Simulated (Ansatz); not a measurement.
The elements of this relaxed crystal are hidden behind letters.

```
lattice vectors (Å)
   3.9119    0.0000    0.0000
  -1.9560    3.3878    0.0000
   0.0000    0.0000    4.9915
fractional positions
X 0.3333 0.6667 0.7500
X 0.6667 0.3333 0.2500
Z 0.0000 0.0000 0.0000
Z 0.0000 0.0000 0.5000
Z 0.3333 0.6667 0.2500
Z 0.6667 0.3333 0.7500
```

Method: Ansatz 0.2.0, DFT PBE, scalar-relativistic, plane waves, PAW. Settings of the last relaxation (6-atom cell): 420 eV, 12×12×8 k points, Gaussian smearing of 0.10 eV, no spin polarisation.

```
Space group                                : P6_3/mmc (No. 194)
Conventional cell                          : a = 3.912 Å, c = 4.991 Å
Volume per atom                            : 11.03 Å³
Density                                    : 7.30 g/cm³
Formation energy                           : −0.50 eV/atom
Gap on the 12×12×8 mesh of the 6-atom cell : 0 eV (a metal)
```

Energies are uncorrected and count from the elements' standard states at the same level.

Question: X is a p-block element of period 3 and Z is a d-block element of period 4. Which elements are they?

Answer: X = Si, Z = Ni, so the formula is SiNi2, here in the Ni2In type. Density times volume gives a mean mass of 7.30 × 11.03/1.6605 = 48.5 u per atom, and this set has 48.5 u. Around Si lie 3 Ni at 2.26 Å and 8 Ni at 2.50–2.58 Å; Ni on a site of symmetry -3m is surrounded by 8 Ni at 2.50–2.58 Å and 6 Si at 2.58 Å; around Ni on a site of symmetry -6m2 lie 3 Si at 2.26 Å, 2 Si at 2.50 Å and 6 Ni at 2.58 Å. Other sets within the hints have nearly the same mass, so mass alone doesn't settle it; this one was computed.

Trial moments died out on the coarse mesh, so the last step has no spin; another magnetic start might hold. A later test with randomly moved atoms came back to the same energy, though modes that don't fit the test's cell weren't probed.
